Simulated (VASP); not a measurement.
The system is PbS.

```
Pb S
1.0
     2.07995   -5.99130    0.00000
     2.07995    5.99130    0.00000
     0.00000    0.00000    4.27932
Pb S
2 2
Direct
  0.13056 0.86944 0.25000
  0.86944 0.13056 0.75000
  0.35480 0.64520 0.25000
  0.64520 0.35480 0.75000
```

Measurements of this composition are mostly on another form, of space group No. 225.

- Program: VASP 6.6.1
- Task: relaxation of cell and atoms
- Functional: TPSS
- Potentials or basis: VASP PAW PBE potentials, release 64 (Pb_d, S)
- Cutoff: 600 eV
- k mesh: 5 × 5 × 5
- Occupations: gaussian, width 0.05 eV
- Spin: no spin polarisation

At the start: pressure 0.4 GPa; volume 26.66 Å³/atom.

Problem. How do energy, volume and symmetry change on relaxing?

Solution. Over 19 steps the energy falls by 2.8 meV/atom and the volume is 26.23 Å³/atom (-1.6 %); space group Cmcm (No. 63, to 0.05 Å).

Step by step:
| step | energy change (eV) | largest force (eV/Å) | pressure (GPa) | volume (Å³) |
| --- | --- | --- | --- | --- |
| 1 | 0.0000 | 0.1803 | 0.42 | 106.65 |
| 2 | -0.0029 | 0.0308 | -0.37 | 107.74 |
| 3 | -0.0031 | 0.0613 | -0.23 | 107.52 |
| 4 | -0.0045 | 0.0510 | -0.17 | 107.16 |
| 5 | -0.0076 | 0.0187 | -0.01 | 106.10 |
| 6 | -0.0071 | 0.0512 | 0.41 | 103.99 |
| 7 | -0.0086 | 0.0101 | 0.15 | 105.20 |
| 8 | -0.0097 | 0.0125 | 0.11 | 105.09 |
| 9 | -0.0108 | 0.0209 | 0.01 | 104.84 |
| 10 | -0.0108 | 0.0186 | 0.01 | 104.85 |
| 11 | -0.0108 | 0.0201 | 0.01 | 104.87 |
| 12 | -0.0110 | 0.0149 | -0.01 | 104.94 |
| 13 | -0.0111 | 0.0104 | -0.06 | 105.07 |
| 14 | -0.0111 | 0.0112 | -0.04 | 105.02 |
| 15 | -0.0111 | 0.0133 | 0.03 | 104.89 |
| 16 | -0.0111 | 0.0139 | 0.03 | 104.88 |
| 17 | -0.0112 | 0.0089 | 0.02 | 104.89 |
| 18 | -0.0112 | 0.0047 | -0.01 | 104.93 |
| 19 | -0.0112 | 0.0018 | 0.01 | 104.92 |

Final structure:
```
CELL_PARAMETERS angstrom
2.07187 -5.87255 0.00000
2.07187 5.87255 0.00000
0.00000 0.00000 4.31157
ATOMIC_POSITIONS crystal
Pb 0.12718 0.87282 0.25000
Pb 0.87282 0.12718 0.75000
S 0.35886 0.64114 0.25000
S 0.64114 0.35886 0.75000
```

Caveat: the PAW data sets were made with another functional, which shifts forces and pressure a little.
